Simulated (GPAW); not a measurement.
## How the form of the self-energy moves the gap of SiC (Moissanite)

The structure is hexagonal, space group P6_3mc (No. 186). Conventional cell: a = 3.076 Å, b = 3.076 Å, c = 5.048 Å, α = 90.00°, β = 90.00°, γ = 120.00°. Nearest to Si lie 4 C at 1.87 to 1.94 Å. Nearest to C lie 4 Si at 1.87 to 1.94 Å. Farther neighbours are not listed.

```xyz
4
Lattice="3.0760 0.0000 0.0000 -1.5380 2.6639 0.0000 0.0000 0.0000 5.0480" Properties=species:S:1:pos:R:3 pbc="T T T"
Si    0.0000    1.7759    0.0000
Si    1.5380    0.8880    2.5240
C     0.0000    1.7759    1.9435
C     1.5380    0.8880    4.4675
```

| Quantity | Value |
| --- | --- |
| method | DFT, PBE, plane waves, PAW (and 1 further level or step) |
| program | GPAW 26.7.0 |
| settings of one run | cutoff 600 eV, GPAW PAW setups 1.2.1 data release, 3×3×4 k-mesh, nbands 103 |
| cost | 4 runs, 89 s in all on 4 MPI ranks of Arm Neoverse V1, shared host (the runs of this entry) |
| notes | The cell and positions come from the Crystallography Open Database and are kept as given unless a step says otherwise. Bands and cutoff are finite, so the gap is not at the basis limit. The miss can reach some tenths of an eV and take either sign; the mesh is an error of its own. The 3×3×4 mesh is coarse for this cell, which bears on the long-range parts of exchange and screening. |
| G0W0, Godby-Needs plasmon pole | 2.869 eV |
| G0W0, full frequency, Hilbert transform | 2.924 eV |
| G0W0, multipole | 2.902 eV |
| known limits | not at the basis limit; coarse k mesh |

G0W0, full frequency, Hilbert transform: +0.056 eV against G0W0, Godby-Needs plasmon pole. G0W0, multipole: +0.034 eV against G0W0, Godby-Needs plasmon pole.

[Paths, hosts, dates, memory and timing lines, banners, echoed tables and standing remarks are left out of the program output.]

[Logs are printed without paths, hosts, clocks, repeated set-up lines and the standing remarks that a program may print on its own settings, such as how far it seeks lower states.]

[Runs of the session that timed out or met a known fault of the program may be left out.]

[Hosts, paths, dates, database ids (printed as entryN), source tags and the programs' standing remarks are cut or masked in the printed files.]
